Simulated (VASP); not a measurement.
Set up this calculation in VASP 6.6.1, as the native input.

- Task: band structure
- Functional: PBE0
- Potentials or basis: VASP PAW PBE potentials, release 64 (S, W_sv)
- Cutoff: 520 eV
- k mesh: 9 × 9 × 1
- Occupations: gaussian, width 0.03 eV
- Spin: no spin polarisation
- Grid for exact exchange (PRECFOCK): Fast
- Exchange at q = 0: truncated
- Dipole correction: yes
- Further INCAR settings: ALGO = Normal; EDIFF = 1e-07; NBANDS = 20

WS2, a slab with vacuum:

```
S W
1.0
     3.15951    0.00000    0.00000
    -1.57976    2.73622    0.00000
     0.00000    0.00000   21.12500
S W
2 1
Direct
  0.33333 0.66667 0.42539
  0.33333 0.66667 0.57461
  0.66667 0.33333 0.50000
```

These files were run (other wordings do the same):

POSCAR

```
WS2                                     
1.0
    3.1595117193      0.0000000000      0.0000000000
   -1.5797558596      2.7362174085      0.0000000000
    0.0000000000      0.0000000000     21.1250000000
  S               W             
     2     1
Direct
     0.3333333300000021    0.6666666699999979    0.4253894794286452
     0.3333333300000021    0.6666666699999979    0.5746105205713548
     0.6666666699999979    0.3333333300000021    0.5000000000000000
```

INCAR.step1

```
SYSTEM = WS2
  PREC = Accurate
  ENCUT = 520
  EDIFF = 1E-5
  ISMEAR = 0
  SIGMA = 0.03
  LREAL = .False.
  LASPH = .True.
  NELM = 80
  ALGO = Normal
  ISIF = 2
  LWAVE = .True.
  LCHARG = .False.
  LMAXMIX = 4
  LDIPOL = .True.
  IDIPOL = 3
  DIPOL = 0.5 0.5 0.500
  NBANDS = 20
  LVHAR = .True.
  LVACPOTAV = .True.
  KPAR = 4
  GGA = PE
```

INCAR.step2

```
SYSTEM = WS2
  PREC = Accurate
  ENCUT = 520
  EDIFF = 1E-7
  ISMEAR = 0
  SIGMA = 0.03
  LREAL = .False.
  LASPH = .True.
  NELM = 80
  ALGO = Normal
  ISIF = 2
  LWAVE = .False.
  LCHARG = .False.
  LMAXMIX = 4
  LDIPOL = .True.
  IDIPOL = 3
  DIPOL = 0.5 0.5 0.500
  GGA = PE
  LHFCALC = .True.
  AEXX = 0.25
  PRECFOCK = Fast
  HFRCUT = -1
  NBANDS = 20
  LVHAR = .True.
  LVACPOTAV = .True.
  KPAR = 4
  ISTART = 1
```

KPOINTS

```
regular mesh
0
Gamma
  9 9 1
  0 0 0
```

KPOINTS_OPT

```
explicit points
3
Reciprocal
 0.0000000000  0.0000000000  0.0000000000 1
 0.5000000000  0.0000000000  0.0000000000 1
 0.3333333300  0.3333333300  0.0000000000 1
```

Potentials or basis: VASP PAW PBE potentials, release 64 (S, W_sv).

Command:

```console
$ cat potpaw_PBE.64/S/POTCAR potpaw_PBE.64/W_sv/POTCAR > POTCAR
$ cp INCAR.step1 INCAR
$ mpirun -np 4 vasp_std > vasp.out
$ cp INCAR.step2 INCAR
$ mpirun -np 4 vasp_std > vasp.out
```

Results of the run:

* Largest force: 0.450 eV/Å
* Band gap on the k mesh: 3.06 eV, direct
* Band gap along the path: 3.06 eV, direct
* Ionisation potential of the upper face: 6.38 eV

Caveat: the PAW data sets were made with another functional, which shifts forces and pressure a little; spin-orbit coupling is left out, which moves the levels of the heavy elements.

It took 13 min on 4 MPI ranks on Intel(R) Xeon(R) Platinum 8488C (Sapphire Rapids), with other jobs on the host, peak memory 0.39 GiB a rank.
